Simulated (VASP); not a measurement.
Input of a VASP 6.6.1 run:

File INCAR:

```
SYSTEM = CdSe
ALGO = Normal
EDIFF = 1E-6
ENCUT = 500
GGA = PE
GGA_COMPAT = .False.
ISIF = 2
ISMEAR = -1
LASPH = .True.
LCHARG = .True.
LELF = .True.
LREAL = .False.
LVHAR = .True.
LWAVE = .False.
NBANDS = 26
NELM = 120
PREC = Accurate
SIGMA = 0.05
```

Contents of KPOINTS:

```
k-points
0
Gamma
  6 6 4
  0 0 0
```

Contents of POSCAR:

```
CdSe
1.0
    4.4117379424      0.0000000000      0.0000000000
   -2.2058689712      3.8206771368      0.0000000000
    0.0000000000      0.0000000000      7.2024186874
Cd Se
2 2
Direct
    0.3333333333      0.6666666667      0.0000000000
    0.6666666667      0.3333333333      0.5000000000
    0.3333333333      0.6666666667      0.3850000000
    0.6666666667      0.3333333333      0.8850000000
```

Potentials or basis: VASP PAW PBE potentials, release 64 (Cd, Se).

The run is started by

```console
$ cat potpaw_PBE.64/Cd/POTCAR potpaw_PBE.64/Se/POTCAR > POTCAR
$ mpirun -np 1 vasp_std > vasp.out
```

Q: Estimate the pressure.

A: -0.5 GPa.

Q: Estimate the band gap on the k mesh.

A: 0.53 eV.

Stress tensor (GPa, compression positive):
```
-0.12  0.00  0.00
 0.00 -0.12  0.00
 0.00  0.00 -1.37
```

**Measured values to compare with.**

From a printed reference work, data compilation, for a bulk crystal of CdSe at 2 K: band gap 1.841 eV.

Against the measured gap of CdSe, 1.841 eV (2 K; a printed reference work, data compilation), the calculated 0.53 eV is off by -1.31 eV. So large a miss can be the level of theory's own, or it may mean another phase, state or a wrong row. Spin-orbit coupling on Cd, Se is left out. The value is that of PBE, without temperature or zero-point motion. Semilocal functionals fall short of measured gaps as a rule.
